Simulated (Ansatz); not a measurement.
**ZnSe: stress in a strained cell**

ZnSe is deformed so: equal xx and yy strain of -2 %. What stress and forces result, by LAPW, PAW and all-electron datasets made for the crystal?

Program: Ansatz 0.2.0. Level of theory: DFT PBE, scalar-relativistic. These are calculated values, not measurements.

## Step 1: The structure to begin with

The structure is cubic, space group F-43m (No. 216). Conventional cell: a = 5.668 Å, b = 5.668 Å, c = 5.668 Å, α = 90.00°, β = 90.00°, γ = 90.00°. Zn (site symmetry -43m) is surrounded by 4 Se at 2.45 Å. Se (site symmetry -43m) is surrounded by 4 Zn at 2.45 Å.

Coordinates:

```
Zn Se
1.0
     0.00000    2.83380    2.83380
     2.83380    0.00000    2.83380
     2.83380    2.83380    0.00000
Zn Se
1 1
Cartesian
  0.0000 0.0000 0.0000
  4.2507 4.2507 4.2507
```

Atoms are numbered in the order of the input: Zn1, Se2.

## Step 2: The deformed structure

Space group F-43m before, I-4m2 after.

## Step 3: LAPW, all electrons

input.yaml

```yaml
crystal:
  lattice:
    - [0.0, 2.777124, 2.8338]
    - [2.777124, 0.0, 2.8338]
    - [2.777124, 2.777124, 0.0]
  atoms:
    - { symbol: Zn, position: [0.0, 0.0, 0.0] }
    - { symbol: Se, position: [0.75, 0.75, 0.75] }
kpoints:
  mp_grid: { grid: [8, 8, 8] }
  band_path:
    path:
      - [0.0, 0.0, 0.0]
      - [0.5, 0.0, 0.5]
      - [0.75, 0.25, 0.5]
      - [0.5, 0.5, 0.5]
      - [0.0, 0.0, 0.0]
      - [0.5, 0.5, 0.0]
      - [0.62995, 0.62995, 0.2599]
      - [0.37005, 0.37005, 0.7401]
      - [0.0, 0.0, 0.0]
    npoints: 5
scf:
  occupations: { method: fermi_dirac, width: 0.03 }
hamiltonian:
  xc: pbe
  pseudopotentials: { kind: all_electron, lapw: { basis_error: 0.001 } }
output:
  forces: true
  stress: true
  eigenvalues: true
```

The run is started by

```console
$ ansatz run input.yaml --threads 1 --pin off --max-ram 3072MiB --backend cpu --events-out ev --progress --plain --runs-dir out
```

The program printed, cut to the lines that bear on the results:

```text
LAPW: plane waves up to 9.186 Å⁻¹, error target 1.0e-3 eV per atom; small_component_spin mean_spin; Zn in spheres of 1.229 Å, 20 of its electrons in bands, Dirac shells []; Se in spheres of 1.192 Å, 24 of its electrons in bands, Dirac shells []
[...]
Pseudopotentials: kind: all_electron
Pseudopotential: Zn, LAPW, valence charge 20, Koelling and Harmon's equation, gaussian nucleus
Pseudopotential: Se, LAPW, valence charge 24, Koelling and Harmon's equation, gaussian nucleus
Functional definition: PBE
[...]
Crystal: 2 atoms, lattice volume = 43.711 Å³
Basis set: ecut = 321.5187088451507 eV, 553 PW (Γ), exchange–correlation at level 2
Bands: 27, of which v1, the nominal top of the filled ones, is band 22 counted from 1 (21 counted from 0)
Symmetry: 8 space group operations
Space group: I-4m2 (ITA 119), of the structure as read, at distance tolerance 3.5e-5 Å
k-points: 59 of 512 (time reversal used)
[...]
SCF iter   1: F=—  HF=-115000.351959 eV  |F-HF|=—  |Δ(HF+E_count)|=         —  Δρ=3.15e-2  dr2=7.00e-1  ethr=1.59e-3  ⟨swp⟩=2.0  Hψ=10031  notcnv=0
[...]
the basis was enlarged: its passes take 30.6 KiB over the memory plan, 1 of 1 planned eigensolver slots
[...]
SCF iter   7: F=-115000.062137 eV  HF=-115000.062137 eV  |F-HF|=2.06e-8  |Δ(HF+E_count)|=   6.19e-6  Δρ=1.09e-5  dr2=5.30e-8  ethr=5.96e-9  ⟨swp⟩=3.0  Hψ=4739  notcnv=0
[...]
NSCF: frozen V_eff on 41 k-points
SCF converged after 7 iterations
Free energy (F): -115000.062137 eV
[...]
E sigma→0 (E₀):  -115000.062137 eV
Fermi energy:    9.412530 eV
[...]
--- Forces (eV/Å), atoms counted from 1 ---
  atom   1  Zn    -0.00000000    -0.00000000    -0.00000000
  atom   2  Se     0.00000000     0.00000000     0.00000000
[...]
--- Stress (GPa, compression-positive) ---
        5.258254      -0.000000      -0.000000
       -0.000000       5.258254      -0.000000
       -0.000000      -0.000000       4.571710
  P = ⅓ Tr σ = 5.0294 GPa (50.294 kbar)
--- Band table (eV; the first three rows and the last of 59) ---
  k-point 0: bands = ["-198.5952", "-138.0648", "-138.0610", "-138.0610", "-116.6451", "-70.8148", "-70.8148", "-70.8095", "-38.2834", "-38.2834", "-38.2802", "-38.2794", "-38.2754", "-4.8665", "1.9641", "1.9737", "1.9737", "2.3761", "2.3810", "8.6080", "8.6878", "8.6878", "10.1147", [...]
[...]
```

It took 28 s on 1 thread of Arm Neoverse V2, shared host; peak memory 0.35 GiB.

This run gives: pressure 5.03 GPa; gap 1.43 eV, direct at Γ.

## Step 4: PAW with frozen cores

input.yaml

```yaml
crystal:
  lattice:
    - [0.0, 2.777124, 2.8338]
    - [2.777124, 0.0, 2.8338]
    - [2.777124, 2.777124, 0.0]
  atoms:
    - { symbol: Zn, position: [0.0, 0.0, 0.0] }
    - { symbol: Se, position: [0.75, 0.75, 0.75] }
kpoints:
  mp_grid: { grid: [8, 8, 8] }
scf:
  occupations: { method: fermi_dirac, width: 0.03 }
hamiltonian:
  xc: pbe
  pseudopotentials: { kind: paw }
output:
  forces: true
  stress: true
  eigenvalues: true
  efg: { contact_densities: true }
```

The run is started by

```console
$ ansatz run input.yaml --threads 1 --pin off --max-ram 3072MiB --backend cpu --events-out ev --progress --plain --runs-dir out
```

The program printed:

```text
Engine: ansatz 0.2.0
Pseudopotentials: kind: paw
Pseudopotential: Zn, paw, valence charge 12, recommended cutoff 420 eV (normal)
Pseudopotential: Se, paw, valence charge 16, recommended cutoff 420 eV (normal)
[... 1 set-up line as earlier in the session ...]
  parameter kappa = 0.804
  parameter beta = 0.06672455060314922
  exchange = pbe_x(kappa = kappa, mu = beta*pi^2/3)
  correlation = pbe_c(beta = beta)
Crystal: 2 atoms, lattice volume = 43.711 Å³
Basis set: ecut = 420 eV, 869 PW (Γ), exchange–correlation on 54×54×54 points (8 copies of the dense FFT grid, shifted against one another)
Bands: 18, of which v1, the nominal top of the filled ones, is band 14 counted from 1 (13 counted from 0)
[... 2 set-up lines as earlier in the session ...]
k-points: 59 of 512 (time reversal used)
Non-local potential: Zn, projectors of the file, l = 0: 2, l = 1: 2, l = 2: 3, l = 3: 1
Non-local potential: Se, projectors of the file, l = 0: 2, l = 1: 2, l = 2: 3, l = 3: 1
PAW form: soft (Blöchl's): semilocal exchange-correlation on the pseudo side does not see the compensation charge
PAW one-centre angular grid: Zn, 590 points (default); XC on 64 Gauss nodes
PAW one-centre angular grid: Se, 590 points (default); XC on 64 Gauss nodes
Initial density: superposition of atomic densities (neutral atoms: chi_scale 0, normalization atom), corrected by the library's trained network
Initial wavefunctions: pseudopotential atomic-orbital guess
Functional: x = pbe(κ = 0.804, μ = 0.2195149727645171), c = pbe(β = 0.06672455060314922)
SCF iter   1: F=—  HF=-8789.485620 eV  |F-HF|=—  |Δ(HF+E_count)|=         —  Δρ=7.69e-4  dr2=3.48e-4  ethr=1.77e-3  ⟨swp⟩=5.9  Hψ=5525  notcnv=0
preconditioner: auto → none  [insulator: Δε(μ)=1.417 eV  Ē_g=12.121 eV  σ=0.030 eV  W_gap=1.00  n_scr=14 (ndim 8)  ℏωp=23.8 eV  f_vac=0.107  D(μ)=0.00/eV (n_scr^D=0)  ε∞_Penn≈4.9]
SCF iter   2: F=—  HF=-8789.485494 eV  |F-HF|=—  |Δ(HF+E_count)|=   1.26e-4  Δρ=3.60e-4  dr2=2.98e-5  ethr=1.24e-6  ⟨swp⟩=2.0  Hψ=2418  notcnv=0
SCF iter   3: F=—  HF=-8789.485513 eV  |F-HF|=—  |Δ(HF+E_count)|=   1.92e-5  Δρ=1.62e-4  dr2=5.85e-6  ethr=1.06e-7  ⟨swp⟩=2.9  Hψ=1884  notcnv=0
SCF iter   4: F=—  HF=-8789.485513 eV  |F-HF|=—  |Δ(HF+E_count)|=   5.87e-7  Δρ=7.43e-5  dr2=8.18e-7  ethr=2.09e-8  ⟨swp⟩=2.0  Hψ=1540  notcnv=0
SCF iter   5: F=—  HF=-8789.485515 eV  |F-HF|=—  |Δ(HF+E_count)|=   2.40e-6  Δρ=1.95e-5  dr2=1.60e-7  ethr=2.92e-9  ⟨swp⟩=2.0  Hψ=1888  notcnv=0
SCF iter   6: F=-8789.485515 eV  HF=-8789.485515 eV  |F-HF|=1.19e-8  |Δ(HF+E_count)|=   1.42e-7  Δρ=4.59e-6  dr2=5.45e-9  ethr=3.57e-10  ⟨swp⟩=5.9  Hψ=5019  notcnv=0
SCF 1 converged in 6 iterations: F = -8789.485515 eV  dr2 = 5.45e-9
SCF converged after 6 iterations
Free energy (F): -8789.485515 eV
Harris-Foulkes:  -8789.485515 eV  (|F-HF|=1.19e-8)
Internal energy: -8789.485515 eV  (E = F + TS)
E sigma→0 (E₀):  -8789.485515 eV
Fermi energy:    8.095480 eV
--- Per-component energies (eV) ---
  E_band       = -368.898229
  E_kinetic    = 251.152183
  E_local      = -4329.535417  (includes V_loc(G=0)·N_el)
  E_nonlocal   = 17.933439
  E_hartree    = 2009.860930
  E_xc         = -242.119047
  E_vxc        = -151.116085  (∫ρ·V_xc dr)
  E_paw        = -3738.773605  (= ΣΔE_a)
  E_vpaw       = -177.052951  (= ΣTr[D̂ρ^β])
  E_aug_tail   = -0.000935  (compensation charges beyond the density's cutoff)
  E_ewald      = -2758.003064
  E_smearing   = -0.000000  (= −TS)
  E_closure    = -0.000000  (closes the sum)
  Σ components = -8789.485515   (vs F -8789.485515, Δ=0.00e0)
--- Forces (eV/Å), atoms counted from 1 ---
  atom   1  Zn     0.00000000    -0.00000000     0.00000000
  atom   2  Se    -0.00000000    -0.00000000    -0.00000000
  max |Σ_I F_I| component: 1.39e-16 eV/Å
--- Stress (GPa, compression-positive) ---
        5.240040      -0.000000      -0.000000
       -0.000000       5.240040      -0.000000
       -0.000000      -0.000000       4.552133
  P = ⅓ Tr σ = 5.0107 GPa (50.107 kbar)
--- PAW observables at the nuclei: V_zz in 10²¹ V/m², potentials from the cell's mean, atoms counted from 1 ---
  atom   1  Zn V_zz =    -0.358221   η = 0.0000   by run symmetry: allowed
            electrostatic potential = -3942.483677 V   contact ρ = 166607.595869 e/Å³
  atom   2  Se V_zz =    +0.880235   η = 0.0000   by run symmetry: allowed
            electrostatic potential = -4710.117286 V   contact ρ = 262872.192222 e/Å³
--- Band table (eV; the first three rows and the last of 59) ---
  k-point 0: bands = ["-39.5931", "-39.5931", "-39.5897", "-39.5889", "-39.5846", "-6.1847", "0.6475", "0.6574", "0.6574", "1.0609", "1.0654", "7.2921", "7.3720", "7.3720", "8.7964", "13.1420", "13.1420", "13.1477"]
  k-point 1: bands = ["-39.5931", "-39.5930", "-39.5896", "-39.5889", "-39.5846", "-6.0760", "0.6564", "0.6697", "0.6750", "1.0599", "1.0633", "6.0020", "7.1493", "7.2147", "9.7699", "13.1046", "13.4149", "13.4155"]
  k-point 2: bands = ["-39.5930", "-39.5930", "-39.5896", "-39.5889", "-39.5846", "-5.7925", "0.7011", "0.7124", "0.7142", "1.0631", "1.0633", "4.1977", "6.7880", "6.8803", "10.1964", "13.7356", "13.8404", "14.0538"]
  k-point 58: bands = ["-39.5927", "-39.5927", "-39.5899", "-39.5890", "-39.5844", "-5.0542", "0.6607", "0.9362", "0.9362", "1.1150", "1.2387", "2.3415", "5.0878", "5.0878", "10.3065", "10.9337", "18.2387", "18.8890"]
```

Run time: 5 s. Hardware: 1 thread of Arm Neoverse V2, shared host; peak memory 0.39 GiB.

Read from it: pressure 5.01 GPa; gap on the k mesh 1.42 eV; Vzz Zn1 -0.36 (η = 0.00), Se2 0.88 (η = 0.00) (10²¹ V/m²).

## Step 5: All-electron PAW on datasets made for the crystal

Edit input.yaml of step 4 so:

```diff
@@ -14,3 +14,3 @@
   xc: pbe
-  pseudopotentials: { kind: paw }
+  pseudopotentials: { kind: all_electron, datasets: crystal }
 output:
```

The run is started by

```console
$ ansatz run input.yaml --threads 1 --pin off --max-ram 3072MiB --backend cpu --events-out ev --progress --plain --runs-dir out
```

The program printed, cut to the lines that bear on the results:

```text
[...]
[... 1 set-up line as earlier in the session ...]
Pseudopotential: Zn, paw, valence charge 12, recommended cutoff 220 eV (normal), Koelling and Harmon's equation, gaussian nucleus
Pseudopotential: Se, paw, valence charge 16, recommended cutoff 220 eV (normal), Koelling and Harmon's equation, gaussian nucleus
[... 1 set-up line as earlier in the session ...]
[...]
Crystal: 2 atoms, lattice volume = 43.711 Å³
Basis set: ecut = 220 eV, 331 PW (Γ), exchange–correlation on 48×48×48 points (8 copies of the dense FFT grid, shifted against one another)
Bands: 13, of which v1, the nominal top of the filled ones, is band 9 counted from 1 (8 counted from 0)
[... 2 set-up lines as earlier in the session ...]
k-points: 59 of 512 (time reversal used)
[...]
  atom   1  Zn     0.00000000     0.00000000     0.00000000
  atom   2  Se    -0.00000000    -0.00000000    -0.00000000
[...]
--- Stress (GPa, compression-positive) ---
        5.254656       0.000000      -0.000000
       -0.000000       5.254656      -0.000000
       -0.000000      -0.000000       4.568113
  P = ⅓ Tr σ = 5.0258 GPa (50.258 kbar)
  It holds what live shells' own plane waves past their cutoff add
--- PAW observables at the nuclei: V_zz in 10²¹ V/m², potentials from the cell's mean, atoms counted from 1 ---
  atom   1  Zn V_zz =    -0.354846   η = 0.0000   by run symmetry: allowed
            electrostatic potential = -3942.419930 V   contact ρ = 166678.949130 e/Å³
  atom   2  Se V_zz =    +0.901745   η = 0.0000   by run symmetry: allowed
            electrostatic potential = -4710.070716 V   contact ρ = 262942.647940 e/Å³
--- Band table (eV; the first three rows and the last of 59) ---
  k-point 0: bands = ["-4.8664", "1.9648", "1.9742", "1.9742", "2.3767", "2.3817", "8.6081", "8.6878", "8.6878", "10.1150", "14.4593"]
[...]
```

It took 10 s on 1 thread of Arm Neoverse V2, shared host; peak memory 0.58 GiB.

Result: pressure 5.03 GPa; gap on the k mesh 1.43 eV; Vzz Zn1 -0.35 (η = 0.00), Se2 0.90 (η = 0.00) (10²¹ V/m²).

## Step 6: Side by side

Stress (GPa, compression positive):

```
          method    xx    yy    zz    yz    xz    xy
            LAPW  5.26  5.26  4.57  0.00  0.00  0.00
             PAW  5.24  5.24  4.55  0.00  0.00  0.00
crystal datasets  5.25  5.25  4.57  0.00  0.00  0.00
```

| method | pressure (GPa) | gap on the k mesh (eV) | Vzz Zn1 (10²¹ V/m²) | Vzz Se2 (10²¹ V/m²) | SCF cycles, all passes |
| --- | --- | --- | --- | --- | --- |
| LAPW | 5.03 | 1.43 | – | – | 7 |
| PAW | 5.01 | 1.42 | -0.36 | 0.88 | 6 |
| crystal datasets | 5.03 | 1.43 | -0.35 | 0.90 | 9 |

## Step 7: What came out

```
                                 quantity                                           value
                                 pressure  LAPW 5.03, PAW 5.01, crystal datasets 5.03 GPa
largest shear or deviatoric stress (LAPW)                                        0.46 GPa
```

**Reading.** The largest part of the stress beyond the pressure is 0.46 GPa in size, in the zz component; the atoms are carried along and not relaxed. No run of the undeformed cell stands beside it, so the pressure holds what the given cell had before the change. PAW: stress within 0.02 GPa of LAPW. Crystal datasets: stress within 0.01 GPa of LAPW.
